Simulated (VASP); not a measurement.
# AlN in VASP: one cell, several levels of theory

Wurtzite AlN, under -1.0 % strain along z alone is computed at one geometry. Runs: PBE, r2SCAN. The results are then set beside those of Ansatz 0.2.0 for the same cell.

Program: VASP 6.6.1. PAW datasets, plane waves. (Simulation; spin polarisation is off.)

## 1. Starting point

The cell comes from an earlier relaxation with r2SCAN in another program, then strained, with the atoms relaxed again.

The symmetry is P6_3mc (No. 186, hexagonal); conventional cell a = 3.107 Å, c = 4.929 Å, 10.30 Å³ an atom. Al has 4 N at 1.88–1.89 Å; N has 4 Al at 1.88–1.89 Å.

Coordinates:

Space group P6_3mc (No. 186). a = 3.107 Å, b = 3.107 Å, c = 4.929 Å, α = 90.00°, β = 90.00°, γ = 120.00°
```
atom  site  symmetry       x       y       z
  Al    2b       3m.  0.3333  0.6667  0.9957
   N    2b       3m.  0.3333  0.6667  0.3793
```

## 2. Single point with PBE

File INCAR:

```
ENCUT = 520.000000
SIGMA = 0.020000
EDIFF = 1.00e-07
GGA = PE
PREC = Accurate
IBRION = -1
ISIF = 2
ISMEAR = -1
NBANDS = 16
NELM = 120
NSW = 0
LASPH = .TRUE.
LCHARG = .FALSE.
LWAVE = .FALSE.
LREAL = .FALSE.
```

File KPOINTS:

```
KPOINTS created by Atomic Simulation Environment
0
Gamma
12 12 6
0 0 0
```

File KPOINTS_OPT:

```
special points
6
Reciprocal
0.0000000000 0.0000000000 0.0000000000 1
0.5000000000 0.0000000000 0.0000000000 1
0.3333333333 0.3333333333 0.0000000000 1
0.0000000000 0.0000000000 0.5000000000 1
0.5000000000 0.0000000000 0.5000000000 1
0.3333333333 0.3333333333 0.5000000000 1
```

File POSCAR:

```
Al N
 1.0000000000000000
     3.1066937601931870    0.0000000000000000    0.0000000000000000
    -1.5533468800965935    2.6904757181059007    0.0000000000000000
     0.0000000000000000    0.0000000000000000    4.9288056363999999
 Al  N
   2   2
Cartesian
  0.0000000000000001  1.7936504787372671 -0.0210060977643792
  1.5533468800965935  0.8968252393686336  2.4433967204356208
  0.0000000000000001  1.7936504787372671  1.8693082114143795
  1.5533468800965935  0.8968252393686336  4.3337110296143795
```

The run uses the recommended PBE PAW datasets (16 valence electrons a neutral cell).

On the command line:

```bash
$ mpirun -np 1 vasp_std
```

Printed to the terminal (iteration lines stand in OSZICAR):

```text
POSCAR found type information on POSCAR AlN
 POSCAR found :  2 types and       4 ions
 LDA part: xc-table for (Slater+PW92), standard interpolation
 POSCAR, INCAR and KPOINTS ok, starting setup
 FFT: planning ... GRIDC
 FFT: planning ... GRID_SOFT
 FFT: planning ... GRID
 WAVECAR not read
 entering main loop
 Start KPOINTS_OPT (optional k-point list driver)
k-point batch [1-6\6]
```

OSZICAR:

```text
N       E                     dE             d eps       ncg     rms          rms(c)
DAV:   1     0.408765415074E+02    0.40877E+02   -0.73328E+03  2440   0.896E+02
DAV:   2    -0.311475637303E+02   -0.72024E+02   -0.65968E+02  3344   0.189E+02
DAV:   3    -0.345302472443E+02   -0.33827E+01   -0.33722E+01  3176   0.419E+01
DAV:   4    -0.345510022258E+02   -0.20755E-01   -0.20754E-01  2968   0.370E+00
DAV:   5    -0.345512762494E+02   -0.27402E-03   -0.27402E-03  3072   0.428E-01    0.123E+01
DAV:   6    -0.297423507444E+02    0.48089E+01   -0.10631E+01  2904   0.238E+01    0.420E+00
DAV:   7    -0.297635985355E+02   -0.21248E-01   -0.69640E-01  2640   0.588E+00    0.297E+00
DAV:   8    -0.297563102023E+02    0.72883E-02   -0.59605E-02  2696   0.224E+00    0.584E-01
DAV:   9    -0.297513121951E+02    0.49980E-02   -0.12213E-02  3232   0.819E-01    0.244E-01
DAV:  10    -0.297519297782E+02   -0.61758E-03   -0.22486E-03  2608   0.299E-01    0.131E-01
DAV:  11    -0.297518489535E+02    0.80825E-04   -0.17756E-04  2904   0.103E-01    0.320E-02
DAV:  12    -0.297518520874E+02   -0.31339E-05   -0.11292E-05  2712   0.268E-02    0.712E-03
DAV:  13    -0.297518519202E+02    0.16726E-06   -0.43302E-06  2808   0.162E-02    0.501E-03
DAV:  14    -0.297518519196E+02    0.57571E-09   -0.32738E-07  2832   0.488E-03
   1 F= -.29751852E+02 E0= -.29751852E+02  d E =-.209965E-10
       N       E                     dE             ncg
DAV:   1     0.292869641476E+04   -0.24436E+04      192
DAV:   2     0.254385114868E+04   -0.38485E+03      280
DAV:   3     0.252712262439E+04   -0.16729E+02      208
DAV:   4     0.252701831738E+04   -0.10431E+00      256
DAV:   5     0.252701674916E+04   -0.15682E-02      208
DAV:   6     0.252701671374E+04   -0.35417E-04      256
DAV:   7     0.252701671278E+04   -0.96091E-06      232
DAV:   8     0.252701671275E+04   -0.26542E-07      200
```

The lines after F= are the extra pass for the points of KPOINTS_OPT, at fixed density; their E is not a total energy.

Parts of OUTCAR:

```text
k-points           NKPTS =     76   k-points in BZ     NKDIM =     76   number of bands    NBANDS=     16

   NELECT =      16.0000    total number of electrons

   dimension x,y,z NGX =    24 NGY =   24 NGZ =   40
   dimension x,y,z NGXF=    48 NGYF=   48 NGZF=   80

  energy-cutoff  :      520.00
  volume of cell :       41.20
      direct lattice vectors                 reciprocal lattice vectors
     3.106693760  0.000000000  0.000000000     0.321885605  0.185840741  0.000000000
    -1.553346880  2.690475718  0.000000000     0.000000000  0.371681481  0.000000000
     0.000000000  0.000000000  4.928805636     0.000000000  0.000000000  0.202888909

 k-points in reciprocal lattice and weights: KPOINTS created by Atomic Simulation Env
   0.00000000  0.00000000  0.00000000       0.001
   0.08333333  0.00000000  0.00000000       0.007
   0.16666667  0.00000000  0.00000000       0.007
   0.25000000  0.00000000  0.00000000       0.007
   0.33333333  0.00000000  0.00000000       0.007
   0.41666667 -0.00000000  0.00000000       0.007
   0.50000000  0.00000000  0.00000000       0.003
   0.08333333  0.08333333  0.00000000       0.007
[... 68 more k-points ...]

 E-fermi :   6.7113

 k-point     1 :       0.0000    0.0000    0.0000
  band No.  band energies     occupation
      1      -8.9849      2.00000
      2      -6.7561      2.00000
      3       0.2669      2.00000
      4       5.3674      2.00000
      5       5.3674      2.00000
      6       6.0475      2.00000
      7       6.0475      2.00000
      8       6.3476      2.00000
      9      10.6255      0.00000
     10      12.9854      0.00000
     11      17.0813      0.00000
     12      17.4482      0.00000
     13      17.4482      0.00000
     14      19.5004      0.00000
     15      19.5004      0.00000
     16      19.7182      0.00000

 k-point     2 :       0.0833    0.0000    0.0000
  band No.  band energies     occupation
      1      -8.8956      2.00000
      2      -6.7064      2.00000
      3       0.3724      2.00000
      4       4.9565      2.00000
      5       5.2493      2.00000
      6       5.6409      2.00000
      7       6.0369      2.00000
      8       6.3066      2.00000
      9      11.0411      0.00000
     10      13.3518      0.00000
     11      16.6944      0.00000
     12      16.8419      0.00000
     13      17.7080      0.00000
     14      19.2286      0.00000
     15      19.5809      0.00000
     16      19.6565      0.00000

 k-point     3 :       0.1667    0.0000    0.0000
  band No.  band energies     occupation
      1      -8.6352      2.00000
      2      -6.5711      2.00000
      3       0.6837      2.00000
      4       3.9537      2.00000
      5       4.7730      2.00000
      6       4.9723      2.00000
      7       5.9751      2.00000
      8       6.1632      2.00000
      9      11.8953      0.00000
     10      14.0374      0.00000
     11      15.5743      0.00000
     12      16.1170      0.00000
     13      18.4161      0.00000
     14      18.7017      0.00000
     15      18.8044      0.00000
     16      19.1367      0.00000

 k-point     4 :       0.2500    0.0000    0.0000
  band No.  band energies     occupation
      1      -8.2293      2.00000
      2      -6.3936      2.00000
      3       1.1822      2.00000
      4       2.7817      2.00000
      5       3.8146      2.00000
      6       4.6548      2.00000
      7       5.8573      2.00000
      8       5.8828      2.00000
      9      12.5817      0.00000
     10      13.9347      0.00000
     11      14.4857      0.00000
     12      16.3805      0.00000
     13      17.9459      0.00000
     14      18.3001      0.00000
     15      18.5835      0.00000
     16      19.5991      0.00000

 k-point     5 :       0.3333    0.0000    0.0000
  band No.  band energies     occupation
      1      -7.7304      2.00000
      2      -6.2500      2.00000
      3       1.7414      2.00000
      4       1.8297      2.00000
      5       2.9561      2.00000
      6       4.3795      2.00000
      7       5.4349      2.00000
      8       5.7252      2.00000
      9      12.5647      0.00000
     10      13.0766      0.00000
     11      14.3664      0.00000
     12      16.6894      0.00000
     13      17.7324      0.00000
     14      18.1385      0.00000
     15      18.5729      0.00000
     16      20.7512      0.00000

 k-point     6 :       0.4167   -0.0000    0.0000
  band No.  band energies     occupation
      1      -7.2414      2.00000
      2      -6.2237      2.00000
      3       1.0391      2.00000
      4       2.3329      2.00000
      5       2.5342      2.00000
      6       4.1966      2.00000
      7       4.8657      2.00000
      8       5.6253      2.00000
      9      12.2451      0.00000
     10      12.4232      0.00000
     11      14.5404      0.00000
     12      16.6602      0.00000
     13      17.3752      0.00000
     14      18.6091      0.00000
     15      18.9219      0.00000
     16      21.6082      0.00000

 k-point     7 :       0.5000    0.0000    0.0000
  band No.  band energies     occupation
      1      -6.9939      2.00000
      2      -6.2722      2.00000
      3       0.7912      2.00000
      4       2.1168      2.00000
      5       2.9205      2.00000
      6       4.1328      2.00000
      7       4.5107      2.00000
      8       5.5885      2.00000
      9      12.1078      0.00000
     10      12.1990      0.00000
     11      14.5866      0.00000
     12      16.6785      0.00000
     13      17.2546      0.00000
     14      18.7006      0.00000
     15      19.1972      0.00000
     16      21.6796      0.00000

 k-point     8 :       0.0833    0.0833    0.0000
  band No.  band energies     occupation
      1      -8.7207      2.00000
      2      -6.6138      2.00000
      3       0.5809      2.00000
      4       4.3771      2.00000
      5       4.6728      2.00000
      6       5.3423      2.00000
      7       5.9270      2.00000
      8       6.2140      2.00000
      9      11.6710      0.00000
     10      13.9365      0.00000
     11      16.0220      0.00000
     12      16.0533      0.00000
     13      18.2267      0.00000
     14      18.6796      0.00000
     15      18.9356      0.00000
     16      19.7355      0.00000

 k-point     9 :       0.1667    0.0833    0.0000
  band No.  band energies     occupation
      1      -8.3868      2.00000
      2      -6.4563      2.00000
      3       0.9864      2.00000
      4       3.3709      2.00000
      5       3.8954      2.00000
      6       4.9118      2.00000
      7       5.7624      2.00000
      8       6.0047      2.00000
      9      12.4917      0.00000
     10      14.4560      0.00000
     11      14.8332      0.00000
     12      15.6770      0.00000
     13      17.9660      0.00000
     14      18.2852      0.00000
     15      18.9673      0.00000
     16      19.4791      0.00000

 k-point    10 :       0.2500    0.0833    0.0000
  band No.  band energies     occupation
      1      -7.9315      2.00000
      2      -6.2932      2.00000
      3       1.5612      2.00000
      4       2.2753      2.00000
      5       3.1832      2.00000
      6       4.4336      2.00000
      7       5.5887      2.00000
      8       5.6467      2.00000
      9      12.9314      0.00000
     10      13.6143      0.00000
     11      14.3568      0.00000
     12      16.3359      0.00000
     13      17.4884      0.00000
     14      18.0036      0.00000
     15      18.8042      0.00000
     16      20.3879      0.00000

 k-point    11 :       0.3333    0.0833    0.0000
  band No.  band energies     occupation
      1      -7.4268      2.00000
      2      -6.2087      2.00000
      3       1.4008      2.00000
      4       2.2423      2.00000
      5       2.5833      2.00000
      6       4.0706      2.00000
      7       5.1300      2.00000
      8       5.4405      2.00000
      9      12.6443      0.00000
     10      12.7929      0.00000
     11      14.5866      0.00000
     12      16.5712      0.00000
     13      17.2896      0.00000
     14      18.5371      0.00000
     15      18.6637      0.00000
     16      21.1893      0.00000

 k-point    12 :       0.4167    0.0833    0.0000
  band No.  band energies     occupation
      1      -7.0207      2.00000
      2      -6.2484      2.00000
      3       0.9195      2.00000
      4       2.2182      2.00000
      5       2.8688      2.00000
      6       3.8806      2.00000
      7       4.5992      2.00000
      8       5.3534      2.00000
      9      12.1988      0.00000
     10      12.5367      0.00000
     11      14.7446      0.00000
     12      16.6074      0.00000
     13      17.1964      0.00000
     14      18.6563      0.00000
     15      19.1512      0.00000
     16      21.5999      0.00000

[... the tables of k-points 13 to 76 left out ...]

  Total        1.4403858      1.4403858      2.0750292      0.0000000     -0.0000000      0.0000000
  in kB       56.0170441     56.0170441     80.6985225      0.0000000     -0.0000000      0.0000000
  external PRESSURE =      64.2442035 kB  Pullay stress =       0.0000000 kB

 POSITION                                       TOTAL-FORCE (eV/Angst)
 -----------------------------------------------------------------------------------
      0.00000      1.79365      4.90780        -0.000000     -0.000000     -0.018698
      1.55335      0.89683      2.44340         0.000000      0.000000     -0.018698
      0.00000      1.79365      1.86931        -0.000000      0.000000      0.018698
      1.55335      0.89683      4.33371        -0.000000     -0.000000      0.018698
 -----------------------------------------------------------------------------------
    total drift:                               -0.000000     -0.000000     -0.000988

  FREE ENERGIE OF THE ION-ELECTRON SYSTEM (eV)
  ---------------------------------------------------
  free  energy   TOTEN  =       -29.7518519196 eV

  energy  without entropy=      -29.7518519196  energy(sigma->0) =      -29.75185192
```

Hardware: 1 MPI rank of Intel Xeon Platinum 8488C, shared host.

The levels at the points of KPOINTS_OPT are read from vasprun.xml.

Levels at the named points, in eV from the top of band v (v: the last filled band by count, c: the next):

| point | v−1 | v | c | c+1 |
| --- | --- | --- | --- | --- |
| Γ | -0.30 | 0.00 | 4.28 | 6.64 |
| M | -1.84 | -0.76 | 5.76 | 5.85 |
| K | -2.46 | -2.46 | 5.06 | 8.33 |
| A | -0.65 | -0.65 | 6.50 | 6.50 |
| L | -1.40 | -1.40 | 5.33 | 5.33 |
| H | -0.81 | -0.81 | 7.46 | 7.46 |

PBE gives a direct gap of 4.28 eV at Γ. Pressure: 6.42 GPa, and the largest force is 0.019 eV/Å, on atom 1 (Al).

[end of part 1 of 2]
